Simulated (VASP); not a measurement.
AlNi3: equation of state with PBE

Crystal: AlNi3.

```
Ni Al
1.0
     0.00000    2.80189    2.80189
     2.80189    0.00000    2.80189
     2.80189    2.80189    0.00000
Ni Al
3 1
Direct
  0.75000 0.75000 0.75000
  0.00000 0.00000 0.00000
  0.25000 0.25000 0.25000
  0.50000 0.50000 0.50000
```

The cell comes from a database or a generator and needn't be the stable form of this composition.

```json
{
 "Program": "VASP 6.6.1",
 "Task": "equation of state",
 "Functional": "PBE",
 "Potentials or basis": "VASP PAW PBE potentials, release 64 (Ni, Al)",
 "Cutoff": "520 eV",
 "k mesh": "8 × 8 × 8",
 "Occupations": "fermi-dirac, width 0.05 eV",
 "Spin": "collinear spin, ferromagnetic start",
 "Starting moments": "[1.0, 1.0, 1.0, 0.0] μB"
}
```

| Property | Result |
| --- | --- |
| Equilibrium volume | 11.41 Å³/atom |
| Bulk modulus | 178 GPa |
| Pressure derivative of the bulk modulus | 4.6 |

Energy against volume, from the lowest point:
```tsv
volume (Å³/atom)	energy (meV/atom)
10.338	66.59
10.558	40.34
10.778	21.26
10.998	8.61
11.218	1.72
11.438	0.00
11.658	2.92
```

All runs of the series together: 6.7 min on 1 thread of Intel(R) Xeon(R) 6975P-C (Granite Rapids), with other jobs on the host.
